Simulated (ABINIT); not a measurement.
Runs of ABINIT 10.8.3 (patched build) on TiAl. Symmetry: Pm-3m, No. 221, cubic system. Conventional cell: a = 3.179 Å, b = 3.179 Å, c = 3.179 Å, α = 90.00°, β = 90.00°, γ = 90.00°. Ti (site symmetry m-3m) is surrounded by 8 Al at 2.75 Å. Al (site symmetry m-3m) has 8 Ti at 2.75 Å as nearest neighbours. The cell comes from a database or a generator and needn't be the stable form of this composition.

```csv
task,level,potentials or basis,cell,k mesh,cutoff (eV),smearing,cell freedom (optcell),optimiser (ionmov),cutoff smearing ecutsm (Ha),force stop (Ha/bohr),stop of the response cycle (tolvrs),gap on the mesh (eV),pressure (GPa)
single point,LDA,PseudoDojo NC SR LDA v0.4.1 standard,cell relaxed,6 × 6 × 6,1143,fermi-dirac 0.05 eV,-,-,-,-,-,none,0.0
single point,PBEsol,PseudoDojo NC SR PBEsol v0.4.1 standard,as given,6 × 6 × 6,1034,fermi-dirac 0.05 eV,-,-,-,-,-,none,(a)
relaxation of cell and atoms,LDA,PseudoDojo NC SR LDA v0.4.1 standard,relaxed,6 × 6 × 6,1143,fermi-dirac 0.05 eV,2,2,0.5,2e-05,-,none,0.0
phonons,LDA,PseudoDojo NC SR LDA v0.4.1 standard,cell relaxed at zero pressure by an earlier run,10 × 10 × 10,1143,cold (ABINIT) 0.136 eV,-,-,0.5,-,1e-08,none,0.1
optical spectrum,PBEsol,PseudoDojo NC SR PBEsol v0.4.1 standard,as given,"12 × 12 × 12, shifted",1034,fermi-dirac 0.1 eV,-,-,-,-,-,-,-2.4
```

Alike in all rows: no spin polarisation.

**Question.** Estimate the missing entries.

**Answer.** (a) -2.8.

Caveats: the intraband (Drude) term is left out (some runs); spectra need much finer meshes, so this one isn't converged (some runs); independent-particle spectra lack excitons (some runs).

A gap of «none» marks a metal or a gap under the smearing width.
